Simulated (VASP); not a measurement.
**CuO (Tenorite): equation of state with PBE**

CuO (Tenorite):

```
CELL_PARAMETERS angstrom
2.34465 -1.71340 0.00000
2.34465 1.71340 0.00000
-0.86055 0.00000 5.05944
ATOMIC_POSITIONS crystal
Cu 0.49680 0.00320 0.50000
Cu 0.00320 0.49680 0.00000
O 0.40560 0.57140 0.75370
O 0.57140 0.40560 0.25370
```

```json
{
  "Program": "VASP 6.6.1",
  "Task": "equation of state",
  "Functional": "PBE",
  "Potentials or basis": "VASP PAW PBE potentials, release 64 (Cu, O)",
  "Cutoff": "520 eV",
  "k mesh": "10 × 10 × 5",
  "Occupations": "fermi-dirac, width 0.05 eV",
  "Spin": "no spin polarisation"
}
```

* Equilibrium volume: 10.55 Å³/atom
* Bulk modulus at fixed shape and positions: 160 GPa
* Pressure derivative of the bulk modulus: 4.7

Energy against volume, from the lowest point:
```
volume (Å³/atom)  energy (meV/atom)
           9.553              57.20
           9.756              34.91
           9.959              18.65
          10.163               7.78
          10.366               1.72
          10.569               0.00
          10.772               2.15
```

All runs of the series together: 14 min on 1 thread of Intel(R) Xeon(R) Platinum 8488C (Sapphire Rapids) (shared host).

Caveat: the cell was scaled at fixed shape and fractional positions, which overstates the stiffness of a crystal with free parameters, most of all of layers and chains; the run has no spin polarisation, though such a crystal can be magnetic.
